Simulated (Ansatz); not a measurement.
**A sublattice moved along a line in TiAl**

Computed with DFT PBEsol, scalar-relativistic, plane waves, PAW (Ansatz). The runs took a 420 eV cutoff, a Γ-centred 16×16×12 mesh and Gaussian smearing (0.15 eV). No spin polarisation. Energies are free energies at this smearing, counted from the undisturbed cell; pressure is positive in compression.

The starting cell (as given, not relaxed at this level; it stands at -3.9 GPa, and it needn't be the usual structure):

```
Ti Al
1.0
     2.83730    0.00000    0.00000
     0.00000    2.83730    0.00000
     0.00000    0.00000    4.05910
Ti Al
1 1
Direct
  0.00000 0.00000 0.00000
  0.50000 0.50000 0.50000
```

Every Ti atom is moved by x along the Cartesian unit vector (-0.707, -0.707, 0.000); the cell and all other atoms stay fixed. The cell is metallic on the mesh throughout.

```tsv
x (Å)	ΔE (meV/cell)
-0.2000	86.0
-0.1000	21.4
0.0000	0.0
0.0250	1.3
0.0500	5.3
0.0750	12.0
0.1250	33.5
0.1500	48.3
0.1750	65.8
```

Task: Predict the pressure (GPa) at each point.

Result:
| x (Å) | pressure (GPa) |
| --- | --- |
| -0.2000 | -3.0 |
| -0.1000 | -3.7 |
| 0.0000 | -3.9 |
| 0.0250 | -3.9 |
| 0.0500 | -3.9 |
| 0.0750 | -3.8 |
| 0.1250 | -3.5 |
| 0.1500 | -3.4 |
| 0.1750 | -3.2 |